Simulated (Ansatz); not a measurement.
## MoS2: eigenvalues along the path

```xyz
3
Lattice="1.5855 0.9154 6.1150 -1.5855 0.9154 6.1150 0.0000 -1.8308 6.1150" Properties=species:S:1:pos:R:3 pbc="T T T"
Mo    0.0000    0.0000    0.0000
S     0.0000    0.0000   13.7587
S     0.0000    0.0000    4.5862
```

Atom numbers follow the list: Mo1, S2, S3.

The cell comes from COD entry 4124624, which wasn't checked; take it as a given geometry. Its inner coordinates are ideal values, not refined ones.

Method: DFT, PBE, all-electron LAPW, scalar-relativistic in Ansatz 0.2.0.

Settings: a Γ-centred 13×13×13 k mesh, Fermi–Dirac smearing of 0.08 eV, basis error target 1 meV/atom, no spin polarisation.

Path points, in fractions of the reciprocal vectors: Γ (0.000, 0.000, 0.000), T (0.500, 0.500, 0.500), H2 (0.818, 0.182, 0.500), H0 (0.500, -0.182, 0.182), L (0.500, 0.000, 0.000), S0 (0.341, -0.341, 0.000), S2 (0.659, 0.000, 0.341), F (0.500, 0.000, 0.500). Levels in eV from the Fermi level; bands 21 to 33, counted from the lowest band of the run. The gap is zero.

```
# k(1/Å) point b21 b22 b23 b24 b25 b26 b27 b28 b29 b30 b31 b32 b33
0.000 Γ -15.16 -13.53 -7.04 -4.18 -4.18 -1.75 -1.19 -1.00 -1.00 -0.23 -0.23 3.41 3.41
0.064 - -15.16 -13.54 -7.01 -4.18 -4.18 -1.92 -1.05 -1.00 -1.00 -0.23 -0.23 3.41 3.41
0.128 - -15.13 -13.58 -6.92 -4.18 -4.18 -2.24 -1.00 -1.00 -0.80 -0.24 -0.24 3.43 3.43
0.193 - -15.10 -13.64 -6.79 -4.17 -4.17 -2.60 -1.00 -1.00 -0.57 -0.26 -0.26 3.45 3.45
0.257 - -15.05 -13.72 -6.62 -4.17 -4.17 -2.95 -1.00 -1.00 -0.37 -0.28 -0.28 3.47 3.47
0.321 - -15.00 -13.80 -6.43 -4.17 -4.17 -3.29 -1.00 -1.00 -0.30 -0.30 -0.22 3.49 3.49
0.385 - -14.96 -13.87 -6.25 -4.16 -4.16 -3.58 -1.00 -1.00 -0.31 -0.31 -0.11 3.51 3.51
0.450 - -14.92 -13.92 -6.11 -4.16 -4.16 -3.78 -0.99 -0.99 -0.33 -0.33 -0.04 3.52 3.52
0.514 T -14.91 -13.94 -6.05 -4.16 -4.16 -3.86 -0.99 -0.99 -0.33 -0.33 -0.02 3.53 3.53
0.671 - -14.83 -13.92 -5.96 -4.66 -4.12 -3.38 -1.46 -1.38 -0.49 -0.02 0.37 3.26 3.48
0.829 - -14.61 -13.85 -5.68 -5.23 -4.02 -2.98 -2.37 -1.93 -0.58 0.29 0.82 2.85 3.30
0.987 - -14.26 -13.74 -5.66 -5.27 -4.11 -3.18 -3.16 -2.07 -0.63 0.22 1.21 2.85 3.02
1.145 - -13.83 -13.60 -5.91 -4.83 -4.73 -3.72 -3.47 -2.04 -0.56 -0.06 1.54 2.75 3.26
1.302 - -13.44 -13.39 -5.98 -5.52 -4.31 -4.26 -3.74 -2.25 -0.31 -0.16 1.71 2.65 3.72
1.460 - -13.27 -13.03 -6.01 -5.91 -4.65 -4.29 -3.85 -2.63 -0.07 0.01 1.68 2.76 3.95
1.618 - -13.10 -12.83 -6.13 -5.85 -4.84 -4.72 -3.71 -3.02 0.10 0.28 1.44 3.04 3.79
1.776 H2 -12.94 -12.83 -5.89 -5.84 -5.42 -4.41 -3.83 -3.36 0.34 0.60 0.94 3.32 3.47
1.820 - -12.93 -12.84 -5.90 -5.80 -5.46 -4.38 -3.86 -3.38 0.36 0.63 0.89 3.28 3.50
1.865 - -12.91 -12.85 -5.92 -5.76 -5.50 -4.33 -3.89 -3.39 0.37 0.67 0.85 3.26 3.52
1.910 - -12.90 -12.86 -5.92 -5.73 -5.52 -4.30 -3.93 -3.39 0.37 0.71 0.81 3.24 3.53
1.954 - -12.90 -12.86 -5.93 -5.71 -5.54 -4.28 -3.94 -3.39 0.37 0.75 0.78 3.23 3.53
1.999 - -12.90 -12.86 -5.92 -5.73 -5.52 -4.30 -3.93 -3.39 0.37 0.71 0.81 3.24 3.53
2.044 - -12.91 -12.85 -5.92 -5.76 -5.50 -4.33 -3.89 -3.39 0.37 0.67 0.85 3.26 3.52
2.088 - -12.93 -12.84 -5.90 -5.80 -5.46 -4.38 -3.86 -3.38 0.36 0.63 0.89 3.28 3.50
2.133 H0 -12.94 -12.83 -5.89 -5.84 -5.42 -4.41 -3.83 -3.36 0.34 0.60 0.94 3.32 3.47
2.223 - -12.91 -12.85 -5.90 -5.78 -5.49 -4.14 -3.98 -3.53 0.53 0.59 0.83 3.00 3.70
2.313 - -13.02 -12.78 -6.07 -5.88 -5.16 -4.10 -3.85 -3.68 0.25 0.73 1.08 2.72 3.88
2.403 - -13.14 -12.71 -6.35 -5.81 -4.94 -4.04 -3.85 -3.53 -0.08 0.93 1.33 2.51 4.01
2.493 - -13.27 -12.66 -6.59 -5.71 -4.96 -3.97 -3.68 -3.28 -0.40 1.08 1.55 2.48 4.10
2.583 - -13.37 -12.62 -6.78 -5.58 -5.08 -4.10 -3.19 -3.07 -0.70 1.12 1.74 2.66 4.15
2.673 - -13.45 -12.60 -6.93 -5.44 -5.18 -4.20 -2.93 -2.68 -1.01 1.10 1.88 2.97 4.18
2.763 - -13.51 -12.58 -7.02 -5.33 -5.25 -4.29 -2.85 -2.21 -1.33 1.08 1.96 3.29 4.20
2.853 L -13.52 -12.57 -7.05 -5.29 -5.28 -4.32 -2.83 -1.90 -1.58 1.08 1.99 3.44 4.20
2.997 - -13.55 -12.69 -6.84 -5.62 -4.86 -4.28 -2.93 -1.87 -1.63 1.06 1.86 3.42 4.10
3.142 - -13.65 -12.97 -6.32 -5.78 -4.61 -4.18 -2.98 -1.80 -1.77 1.02 1.53 3.37 3.83
3.287 - -13.89 -13.21 -6.02 -5.36 -4.77 -4.06 -2.58 -1.95 -1.69 0.98 1.10 3.30 3.43
3.431 - -14.25 -13.36 -6.08 -5.12 -4.33 -3.96 -2.05 -1.99 -1.52 0.67 0.91 3.02 3.22
3.576 - -14.61 -13.44 -6.37 -5.02 -3.96 -3.31 -1.97 -1.65 -1.23 0.33 0.75 2.75 3.20
3.720 - -14.91 -13.49 -6.71 -4.69 -4.05 -2.30 -1.68 -1.58 -1.09 0.09 0.45 2.84 3.26
3.865 - -15.10 -13.52 -6.95 -4.34 -4.14 -1.68 -1.42 -1.27 -1.13 -0.09 0.04 3.19 3.36
4.009 Γ -15.16 -13.53 -7.04 -4.18 -4.18 -1.75 -1.19 -1.00 -1.00 -0.23 -0.23 3.41 3.41
4.178 - -15.07 -13.51 -6.92 -4.40 -4.13 -1.66 -1.51 -1.37 -1.14 -0.04 0.10 3.14 3.32
4.347 - -14.82 -13.47 -6.60 -4.83 -4.04 -2.40 -2.19 -1.39 -1.11 0.28 0.43 2.94 3.05
4.516 - -14.42 -13.40 -6.11 -5.21 -4.23 -3.13 -2.90 -1.60 -1.04 0.48 0.69 2.62 3.36
4.685 - -13.93 -13.31 -5.57 -5.44 -4.91 -3.52 -3.43 -2.16 -0.86 0.49 1.18 2.20 4.13
4.854 - -13.44 -13.21 -5.80 -5.53 -4.81 -3.95 -3.82 -2.82 -0.48 0.51 1.59 1.94 4.74
5.022 - -13.09 -13.05 -6.20 -5.60 -4.52 -4.20 -4.09 -3.41 -0.05 0.54 1.64 1.98 4.80
5.191 - -12.97 -12.86 -6.17 -5.68 -5.13 -4.01 -3.96 -3.75 0.29 0.62 1.18 2.46 4.26
5.360 S0 -12.90 -12.86 -5.93 -5.71 -5.54 -4.28 -3.94 -3.39 0.37 0.75 0.78 3.23 3.53
5.403 - -12.90 -12.86 -5.92 -5.72 -5.55 -4.28 -3.93 -3.41 0.39 0.74 0.77 3.21 3.56
5.447 - -12.89 -12.87 -5.91 -5.72 -5.55 -4.28 -3.92 -3.43 0.41 0.72 0.77 3.18 3.58
5.490 - -12.89 -12.87 -5.90 -5.72 -5.55 -4.28 -3.91 -3.44 0.42 0.71 0.77 3.17 3.59
5.533 - -12.89 -12.87 -5.90 -5.73 -5.55 -4.28 -3.90 -3.45 0.43 0.71 0.77 3.16 3.59
5.576 - -12.89 -12.87 -5.90 -5.72 -5.55 -4.28 -3.91 -3.44 0.42 0.71 0.77 3.17 3.59
5.620 - -12.89 -12.87 -5.91 -5.72 -5.55 -4.28 -3.92 -3.43 0.41 0.72 0.77 3.18 3.58
5.663 - -12.90 -12.86 -5.92 -5.72 -5.55 -4.28 -3.93 -3.41 0.39 0.74 0.77 3.21 3.56
5.706 S2 -12.90 -12.86 -5.93 -5.71 -5.54 -4.28 -3.94 -3.39 0.37 0.75 0.78 3.23 3.53
5.785 - -12.97 -12.82 -6.16 -5.68 -5.23 -4.40 -4.01 -3.18 0.06 0.86 0.91 3.25 3.63
5.864 - -13.06 -12.78 -6.41 -5.63 -4.84 -4.48 -4.09 -2.98 -0.25 0.92 1.11 3.07 4.00
5.943 - -13.16 -12.75 -6.64 -5.56 -4.53 -4.50 -4.09 -2.82 -0.54 0.96 1.31 3.02 4.33
6.022 - -13.25 -12.72 -6.85 -5.49 -4.52 -4.45 -3.76 -2.73 -0.82 0.97 1.48 3.11 4.60
6.101 - -13.33 -12.70 -7.01 -5.43 -4.52 -4.47 -3.30 -2.71 -1.08 0.99 1.61 3.30 4.78
6.180 - -13.39 -12.69 -7.13 -5.39 -4.59 -4.37 -2.84 -2.76 -1.34 1.02 1.71 3.54 4.86
6.258 - -13.43 -12.69 -7.20 -5.38 -4.63 -4.29 -2.82 -2.44 -1.61 1.06 1.76 3.77 4.87
6.337 F -13.44 -12.68 -7.23 -5.37 -4.65 -4.25 -2.85 -2.21 -1.79 1.08 1.78 3.88 4.75
```
